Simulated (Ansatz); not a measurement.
**N: input, output and frames of a trajectory**

The calculation used Ansatz 0.2.0, DFT PBE+D3(BJ), scalar-relativistic, plane waves, PAW. The runs took a 420 eV cutoff, a shifted (0.5, 0.5, 0.5 steps) 2×2×2 mesh and Fermi–Dirac smearing (0.19 eV). The mesh is coarse. No spin polarisation.

16 atoms, starting at 1.08 times the perfect crystal's volume (space group P4_2/mnm, the cell as given, not relaxed at this level); Langevin thermostat at 2200 K (friction 0.02 fs⁻¹), fixed cell; 50 steps of 2 fs. The run is short and not equilibrated.

Self-consistency was reached.

Time: 4.2 min on 4 threads of Arm Neoverse N1 (shared host), peak memory 0.75 GiB.

Command:
```bash
ansatz run input.yaml --threads 4 --pin off --max-ram 5120MiB --backend cpu --events-out ev --progress --plain --runs-dir out
```

Input:
```yaml
crystal:
  lattice:
    - [4.1901886401, 4.1901886401, -5.4848298423]
    - [-4.1901886401, 4.1901886401, 5.4848298423]
    - [4.1901886401, -4.1901886401, 5.4848298423]
  atoms:
    - { symbol: "N", position: [0.9042752, 0.4521376, 0.4521376] }
    - { symbol: "N", position: [0.9042752, 0.9521376, 0.9521376] }
    - { symbol: "N", position: [0.4042752, 0.9521376, 0.4521376] }
    - { symbol: "N", position: [0.4042752, 0.4521376, 0.9521376] }
    - { symbol: "N", position: [0.5, 0.4521376, 0.5478624] }
    - { symbol: "N", position: [0.5, 0.9521376, 0.0478624] }
    - { symbol: "N", position: [0.0, 0.9521376, 0.5478624] }
    - { symbol: "N", position: [0.0, 0.4521376, 0.0478624] }
    - { symbol: "N", position: [0.0957248, 0.0478624, 0.0478624] }
    - { symbol: "N", position: [0.0957248, 0.5478624, 0.5478624] }
    - { symbol: "N", position: [0.5957248, 0.5478624, 0.0478624] }
    - { symbol: "N", position: [0.5957248, 0.0478624, 0.5478624] }
    - { symbol: "N", position: [0.5, 0.5478624, 0.4521376] }
    - { symbol: "N", position: [0.5, 0.0478624, 0.9521376] }
    - { symbol: "N", position: [0.0, 0.0478624, 0.4521376] }
    - { symbol: "N", position: [0.0, 0.5478624, 0.9521376] }
basis:
  ecutwfc: 420
kpoints:
  mp_grid: { grid: [2, 2, 2], shift: [0.5, 0.5, 0.5] }
hamiltonian:
  xc: pbe
  dispersion: d3bj
scf:
  occupations: { method: fermi_dirac, width: 0.1896 }
  lower_state_search: "off"
  convergence: { dr2_threshold: 1.0e-07 }
output:
  forces: true
  stress: true
md:
  timestep: 2.0
  n_steps: 50
  ensemble: nvt_langevin
  temperature: 2200.0
  initial_velocities: maxwell_boltzmann
  seed: 43050
  friction: 0.02
```

Output (its end):
```
...
  k-point 1: bands = ["-24.4057", "-23.9062", "-23.8288", "-23.5555", "-23.4943", "-23.4826", "-23.0199", "-22.9148", "-9.9904", "-9.9245", "-9.9037", "-9.6407", "-9.4957", "-9.3801", "-9.3187", "-8.7290", "-7.7352", "-7.6272", "-7.5980", "-7.5482", "-7.4752", "-7.4246", "-7.3889", "-7.2429", "-7.1852", "-7.1111", "-7.0584", "-7.0205", "-6.9115", "-6.8496", "-6.7580", "-6.6401", "-6.3659", "-6.1833", "-6.1092", "-5.9751", "-5.8696", "-5.6121", "-5.5028", "-5.3936", "1.1902", "1.2562", "1.4071", "1.4624", "1.6076", "1.7281", "1.7669", "1.9017", "2.0019", "2.0254", "2.0830", "2.1544", "2.3059", "2.4296", "3.0611", "3.1568", "4.6296", "5.3226", "5.7455"]
  k-point 2: bands = ["-24.4057", "-23.9061", "-23.8288", "-23.5559", "-23.4940", "-23.4826", "-23.0198", "-22.9149", "-10.0051", "-9.9347", "-9.8814", "-9.6415", "-9.4572", "-9.3936", "-9.3352", "-8.7405", "-7.7293", "-7.6513", "-7.5749", "-7.5265", "-7.4718", "-7.4178", "-7.3955", "-7.2657", "-7.1724", "-7.1190", "-7.0633", "-7.0136", "-6.8947", "-6.8410", "-6.7766", "-6.6761", "-6.4090", "-6.1722", "-6.0771", "-5.9516", "-5.8471", "-5.5889", "-5.5451", "-5.3973", "1.1707", "1.2521", "1.4195", "1.4916", "1.6128", "1.6814", "1.8055", "1.8620", "1.9759", "2.0438", "2.1026", "2.1220", "2.3052", "2.4753", "3.0439", "3.1691", "4.6394", "5.4084", "5.8771"]
  k-point 3: bands = ["-24.4057", "-23.9062", "-23.8288", "-23.5558", "-23.4941", "-23.4826", "-23.0198", "-22.9149", "-9.9910", "-9.9546", "-9.8880", "-9.6427", "-9.4566", "-9.3818", "-9.3447", "-8.7256", "-7.7346", "-7.6585", "-7.5837", "-7.5245", "-7.4414", "-7.4259", "-7.3902", "-7.2615", "-7.1759", "-7.1198", "-7.0552", "-7.0055", "-6.8605", "-6.8219", "-6.7676", "-6.7270", "-6.4608", "-6.1720", "-6.0869", "-5.9454", "-5.8442", "-5.5742", "-5.5479", "-5.3975", "1.1465", "1.2794", "1.3795", "1.4918", "1.6255", "1.6692", "1.7841", "1.8879", "1.9890", "2.0431", "2.0961", "2.1255", "2.2955", "2.4846", "3.0755", "3.1647", "4.5225", "5.6367", "5.8078"]
--- MD trajectory: 50 steps, t = 0.0 → 100.0 fs ---
  final state: T = 2009.3 K   F+E_penalty+E_count = -6143.55985944 eV   E_kin = 4.155649 eV
```

Frames along the run (Å, eV/Å; dE is the potential energy from the first frame):

```xyz
16
Lattice="4.190 4.190 -5.485 -4.190 4.190 5.485 4.190 -4.190 5.485" Properties=species:S:1:pos:R:3:forces:R:3 pbc="T T T" time_fs=0.00 dE_eV=0.0000 T_K=2062
N     3.789    3.789    0.000    2.898    2.898    0.000
N     3.789    3.789    5.485    2.898    2.898    0.000
N    -0.401    3.789    5.485    2.898    2.898    0.000
N     3.789   -0.401    5.485    2.898    2.898    0.000
N     2.496    1.694    2.742   -2.898    2.898    0.000
N    -1.694    5.884    2.742   -2.898    2.898    0.000
N    -1.694    1.694    8.227   -2.898    2.898    0.000
N    -1.694    1.694    2.742   -2.898    2.898    0.000
N     0.401    0.401    0.000   -2.898   -2.898    0.000
N     0.401    0.401    5.485   -2.898   -2.898    0.000
N     0.401    4.591    0.000   -2.898   -2.898    0.000
N     4.591    0.401    0.000   -2.898   -2.898    0.000
N     1.694    2.496    2.742    2.898   -2.898    0.000
N     5.884   -1.694    2.742    2.898   -2.898    0.000
N     1.694   -1.694    2.742    2.898   -2.898    0.000
N     1.694   -1.694    8.227    2.898   -2.898    0.000
16
Lattice="4.190 4.190 -5.485 -4.190 4.190 5.485 4.190 -4.190 5.485" Properties=species:S:1:pos:R:3:forces:R:3 pbc="T T T" time_fs=10.00 dE_eV=0.3993 T_K=2053
N     3.829    3.822    0.214   -4.204   -5.864    2.695
N     3.745    3.800    5.680   -5.835   -6.247    1.019
N    -0.389    3.694    5.538   -2.233   -1.950   -0.099
N     3.730   -0.169    5.537   -7.721   -7.135   -0.037
N     2.532    1.733    2.718   -0.170    0.133    0.033
N    -1.747    5.752    2.638    4.252   -6.675    0.196
N    -1.688    1.751    8.262    1.990   -2.263    0.136
N    -1.797    1.741    2.601   -1.318    1.554   -0.024
N     0.268    0.371    0.067    5.866    6.266   -1.061
N     0.212    0.435    5.324    4.199    5.851   -2.722
N     0.306    4.728    0.053    7.753    7.099    0.006
N     4.611    0.221    0.090    2.207    1.985    0.072
N     1.697    2.444    2.834    0.162   -0.125   -0.038
N     6.071   -1.737    2.616   -4.269    6.694   -0.130
N     1.790   -1.626    2.731   -1.997    2.249   -0.114
N     1.666   -1.602    8.063    1.321   -1.571    0.069
16
Lattice="4.190 4.190 -5.485 -4.190 4.190 5.485 4.190 -4.190 5.485" Properties=species:S:1:pos:R:3:forces:R:3 pbc="T T T" time_fs=18.00 dE_eV=0.5759 T_K=2151
N     3.863    3.806    0.348    2.128    5.656   -4.622
N     3.658    3.774    5.815    4.185    5.412   -1.622
N    -0.370    3.674    5.521    0.802    0.717    0.113
N     3.616   -0.056    5.619    6.038    5.280   -0.692
N     2.533    1.785    2.722    0.950   -0.797   -0.239
N    -1.750    5.602    2.642   -2.093    5.773   -0.253
N    -1.672    1.832    8.340    0.285   -0.328    0.060
N    -1.872    1.794    2.451    0.261   -0.298    0.043
N     0.158    0.484    0.073   -4.098   -5.366    1.524
N     0.011    0.487    5.128   -2.159   -5.669    4.571
N     0.305    4.910    0.041   -5.971   -5.343    0.616
N     4.669    0.191    0.142   -0.861   -0.670   -0.143
N     1.701    2.461    2.937   -0.957    0.805    0.219
N     6.228   -1.698    2.579    2.044   -5.720    0.400
N     1.810   -1.531    2.705   -0.289    0.307   -0.038
N     1.644   -1.528    7.937   -0.264    0.241    0.065
16
Lattice="4.190 4.190 -5.485 -4.190 4.190 5.485 4.190 -4.190 5.485" Properties=species:S:1:pos:R:3:forces:R:3 pbc="T T T" time_fs=28.00 dE_eV=0.0981 T_K=2060
N     3.881    3.921    0.385   -0.018    1.200   -1.663
N     3.627    3.751    5.909    0.989    1.819   -0.662
N    -0.261    3.630    5.542    2.151    2.272    0.531
N     3.546    0.213    5.770    3.863    3.103   -1.077
N     2.548    1.759    2.760   -1.321    1.295    0.454
N    -1.809    5.507    2.614   -0.297    2.553    0.132
N    -1.679    1.885    8.359   -1.623    2.265   -0.440
N    -1.836    1.847    2.273   -3.218    4.115    0.278
N    -0.057    0.514    0.139   -0.841   -1.716    0.481
N    -0.259    0.397    4.975   -0.048   -1.191    1.585
N     0.218    5.123    0.077   -3.698   -3.273    0.866
N     4.703    0.239    0.239   -2.239   -2.253   -0.580
N     1.774    2.515    3.031    1.313   -1.270   -0.489
N     6.423   -1.763    2.589    0.185   -2.377    0.186
N     1.863   -1.404    2.697    1.616   -2.303    0.465
N     1.643   -1.447    7.797    3.185   -4.240   -0.066
16
Lattice="4.190 4.190 -5.485 -4.190 4.190 5.485 4.190 -4.190 5.485" Properties=species:S:1:pos:R:3:forces:R:3 pbc="T T T" time_fs=36.00 dE_eV=0.3839 T_K=2105
N     3.860    3.977    0.323   -0.081   -0.282    0.553
N     3.632    3.722    5.979   -1.622   -5.043    1.489
N    -0.104    3.572    5.582    0.266    0.401    0.122
N     3.515    0.423    5.891   -6.400   -4.922    1.933
N     2.558    1.740    2.780   -1.220    1.322    0.536
N    -1.880    5.459    2.588   -0.274   -4.843    0.637
N    -1.748    1.905    8.401    1.015   -1.771    0.322
N    -1.819    1.903    2.126    1.894   -2.271   -0.063
N    -0.238    0.498    0.178    1.871    5.218   -1.791
N    -0.364    0.277    4.826    0.014    0.305   -0.604
N     0.144    5.207    0.121    6.709    4.586   -2.355
N     4.741    0.249    0.300   -0.400   -0.413   -0.181
N     1.822    2.511    3.111    1.226   -1.281   -0.590
N     6.550   -1.854    2.527    0.016    5.147   -0.031
N     1.909   -1.352    2.745   -1.023    1.716   -0.311
N     1.701   -1.443    7.696   -1.992    2.130    0.334
16
Lattice="4.190 4.190 -5.485 -4.190 4.190 5.485 4.190 -4.190 5.485" Properties=species:S:1:pos:R:3:forces:R:3 pbc="T T T" time_fs=46.00 dE_eV=1.2047 T_K=1818
N     3.834    4.025    0.208   -0.270    1.833   -6.309
N     3.638    3.595    6.119    0.637    8.272   -2.807
N     0.117    3.514    5.587    1.634    3.236    0.714
N     3.505    0.524    5.962    3.666    2.367   -2.195
N     2.541    1.763    2.831    1.434   -1.385   -0.646
N    -1.966    5.347    2.522    0.323    2.115    0.320
N    -1.894    1.863    8.486    0.972   -2.472    0.511
N    -1.793    1.878    1.963   -0.964    1.418    0.703
N    -0.497    0.526    0.280   -0.036   -7.918    2.090
N    -0.390    0.156    4.580    0.205   -1.793    6.309
N     0.141    5.392    0.079   -3.088   -3.121    1.413
N     4.822    0.311    0.303   -1.918   -3.305   -0.796
N     1.809    2.502    3.148   -1.410    1.422    0.546
N     6.700   -1.958    2.431   -0.897   -1.661    0.819
N     1.908   -1.337    2.791   -0.953    2.413   -0.524
N     1.718   -1.441    7.575    0.666   -1.420   -0.147
16
Lattice="4.190 4.190 -5.485 -4.190 4.190 5.485 4.190 -4.190 5.485" Properties=species:S:1:pos:R:3:forces:R:3 pbc="T T T" time_fs=54.00 dE_eV=1.2448 T_K=1768
N     3.821    4.094    0.066   -0.241   -1.310    8.977
N     3.670    3.634    6.246    1.140   -5.569    2.057
N     0.332    3.518    5.517   -2.169   -6.369   -1.518
N     3.662    0.556    5.970    0.513   -0.054   -0.599
N     2.596    1.815    2.898    0.685   -0.558   -0.311
N    -2.009    5.313    2.584    0.509    1.891    0.080
N    -2.014    1.771    8.598   -1.045    3.974   -1.071
N    -1.823    1.859    1.914    0.239   -0.083    0.739
N    -0.634    0.424    0.374   -0.249    5.955   -3.053
N    -0.350    0.059    4.513    0.167    1.373   -8.948
N     0.138    5.499    0.026    0.054   -0.711   -0.109
N     4.837    0.307    0.287    1.753    6.270    1.480
N     1.796    2.492    3.215   -0.635    0.552    0.120
N     6.773   -2.044    2.402   -1.199   -1.699    1.135
N     1.897   -1.354    2.833    1.103   -4.016    1.034
N     1.700   -1.465    7.485   -0.625    0.354   -0.015
16
Lattice="4.190 4.190 -5.485 -4.190 4.190 5.485 4.190 -4.190 5.485" Properties=species:S:1:pos:R:3:forces:R:3 pbc="T T T" time_fs=64.00 dE_eV=1.3855 T_K=1991
N     3.874    4.054    0.017   -0.117    0.715   -3.966
N     3.723    3.574    6.349    0.439    0.988   -0.267
N     0.584    3.463    5.300   -0.351    1.316    1.057
N     3.945    0.574    5.967   -5.072   -9.462    5.642
N     2.644    1.924    2.949   -2.725    1.780    1.000
N    -2.084    5.328    2.784   -2.370   -3.692    1.892
N    -2.172    1.716    8.732   -0.047    1.313   -0.574
N    -1.843    1.884    1.973    2.446   -2.765    0.892
N    -0.741    0.378    0.474    0.519   -0.397   -0.643
N    -0.323    0.051    4.383    0.024   -0.647    3.987
N     0.199    5.556   -0.014    5.508    8.700   -6.154
N     4.834    0.311    0.208   -0.349   -1.271   -0.623
N     1.741    2.520    3.275    2.980   -1.964   -1.619
N     6.810   -2.190    2.410    1.752    3.505   -0.950
N     1.967   -1.440    2.840    0.140   -1.310    0.510
N     1.666   -1.476    7.439   -2.776    3.190   -0.183
16
Lattice="4.190 4.190 -5.485 -4.190 4.190 5.485 4.190 -4.190 5.485" Properties=species:S:1:pos:R:3:forces:R:3 pbc="T T T" time_fs=72.00 dE_eV=1.7054 T_K=1337
N     3.877    3.991   -0.026   -0.052    0.584   -2.006
N     3.772    3.518    6.423   -0.579    4.399   -1.586
N     0.721    3.484    5.131   -1.000    3.026    2.682
N     4.124    0.540    6.046    2.686    6.163   -5.345
N     2.561    2.008    2.982    6.835   -4.260   -1.885
N    -2.119    5.329    2.935   -0.545   -0.641    0.576
N    -2.264    1.699    8.850    0.026   -0.255    0.038
N    -1.810    1.902    2.057   -4.312    4.911   -0.302
N    -0.724    0.346    0.545    1.452   -3.768    0.829
N    -0.269    0.080    4.378   -0.064   -0.508    2.004
N     0.288    5.605   -0.155   -2.366   -6.815    4.970
N     4.805    0.298    0.148    0.078   -2.798   -1.563
N     1.692    2.547    3.235   -6.347    3.851    0.670
N     6.810   -2.227    2.467   -0.006    0.338    0.194
N     2.067   -1.518    2.872    0.107    0.323   -0.162
N     1.611   -1.445    7.368    4.088   -4.548    0.888
16
Lattice="4.190 4.190 -5.485 -4.190 4.190 5.485 4.190 -4.190 5.485" Properties=species:S:1:pos:R:3:forces:R:3 pbc="T T T" time_fs=82.00 dE_eV=1.2792 T_K=1702
N     3.890    3.915   -0.071   -0.683   -2.597    8.444
N     3.859    3.497    6.471    1.685   -2.793    1.333
N     0.742    3.634    5.043   -0.056   -3.069   -1.250
N     4.390    0.625    6.066    0.109    0.025   -0.359
N     2.496    1.960    2.980   -4.454    3.105    0.866
N    -2.055    5.357    3.122   -0.454   -0.756    0.684
N    -2.377    1.663    8.933    0.924    2.175   -1.590
N    -1.873    2.040    2.174   -3.130    3.116   -1.437
N    -0.665    0.253    0.599   -1.088    3.593   -1.724
N    -0.249    0.043    4.415    0.488    2.721   -8.522
N     0.373    5.568   -0.209    0.121   -0.627    0.054
N     4.785    0.276    0.222   -0.802    3.300    2.590
N     1.562    2.613    3.139    4.907   -3.637   -2.168
N     6.784   -2.225    2.529   -0.034    0.422   -0.124
N     2.160   -1.652    2.838   -0.730   -2.000    1.395
N     1.558   -1.414    7.238    3.197   -2.979    1.808
16
Lattice="4.190 4.190 -5.485 -4.190 4.190 5.485 4.190 -4.190 5.485" Properties=species:S:1:pos:R:3:forces:R:3 pbc="T T T" time_fs=90.00 dE_eV=1.1051 T_K=1918
N     3.872    3.802   -0.014    0.571    3.826   -8.616
N     3.941    3.523    6.547    0.956   -1.259    1.044
N     0.735    3.687    5.005   -0.973    2.111    2.872
N     4.555    0.655    6.126   -0.007   -0.365    0.104
N     2.368    1.991    2.979    2.067   -1.398    0.064
N    -2.005    5.350    3.244    0.049    0.095    0.002
N    -2.441    1.654    8.985    0.704    0.882   -0.809
N    -1.917    2.164    2.199    5.034   -3.658    3.248
N    -0.531    0.235    0.526   -0.558    1.982   -1.265
N    -0.205    0.085    4.381   -0.828   -3.670    8.488
N     0.462    5.557   -0.192    0.156   -0.125   -0.380
N     4.695    0.293    0.279    0.369   -2.104   -1.855
N     1.465    2.595    2.958   -1.771    1.005   -0.917
N     6.742   -2.213    2.600   -0.472   -0.369    0.387
N     2.351   -1.845    2.874   -0.478   -0.621    0.563
N     1.508   -1.469    7.210   -4.820    3.668   -2.931
16
Lattice="4.190 4.190 -5.485 -4.190 4.190 5.485 4.190 -4.190 5.485" Properties=species:S:1:pos:R:3:forces:R:3 pbc="T T T" time_fs=100.00 dE_eV=1.0340 T_K=2009
N     3.844    3.676   -0.111    0.317    2.383   -3.355
N     3.973    3.618    6.604   -0.179    3.333   -2.645
N     0.733    3.748    5.028   -0.399    0.541    1.015
N     4.721    0.611    6.224    0.036    4.602   -5.993
N     2.285    2.064    2.903    6.489   -3.665    1.366
N    -1.926    5.317    3.398    0.937    2.908   -2.479
N    -2.527    1.707    8.976    1.447    0.878   -1.006
N    -1.828    2.241    2.237   -5.714    2.750   -3.051
N    -0.352    0.275    0.379    0.446   -2.856    2.486
N    -0.168    0.133    4.460   -0.559   -2.221    3.203
N     0.541    5.529   -0.176    0.009   -4.853    5.748
N     4.624    0.352    0.254    0.035   -0.758   -0.443
N     1.380    2.571    2.704   -6.296    3.429   -1.687
N     6.724   -2.235    2.673   -1.273   -3.106    2.713
N     2.551   -2.065    2.963   -1.218   -0.605    0.770
N     1.422   -1.492    7.209    5.922   -2.761    3.357
```